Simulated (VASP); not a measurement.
Runs of VASP 6.6.1 on W. All rows change the cell; the cell of one of them follows. Symmetry: I4/mmm, No. 139, tetragonal system. The conventional cell has a = 2.871 Å, b = 2.871 Å, c = 4.202 Å, α = 90.00°, β = 90.00°, γ = 90.00°. W (site symmetry 4/mmm) is surrounded by 12 W at 2.87 to 2.92 Å. This isn't the form of W at room conditions, which is bcc.

```tsv
cell	further INCAR settings	gap on the mesh (eV)	pressure (GPa)
strain +0.0350 x Voigt [0, 0, 1, 0, 0, 0], atoms carried along	ALGO = Fast; EDIFF = 1e-07; NBANDS = 13	none	-12.8
strain +0.0300 x Voigt [0, 0, 1, 0, 0, 0], atoms carried along	ALGO = Fast; EDIFF = 1e-07; NBANDS = 13	none	-11.6
strain -0.0400 x Voigt [0, 0, 1, 0, 0, 0], atoms carried along	ALGO = Fast; EDIFF = 1e-07; NBANDS = 13	none	(a)
strain -0.0200 x Voigt [0, 0, 1, 0, 0, 0], atoms carried along	ALGO = Fast; EDIFF = 1e-06; NBANDS = 13	none	1.3
```

Alike in all rows: task single point; level PBE; potentials or basis VASP PAW PBE potentials, release 64 (W_sv); no spin polarisation; k mesh 20 × 20 × 20; cutoff (eV) 520; smearing gaussian 0.15 eV.

Q: Fill in the values left out.

A: (a) 7.6.

A k mesh can miss the band edges, and the runs leave out spin-orbit coupling on W.

A gap of «none» marks a metal or a gap under the smearing width.
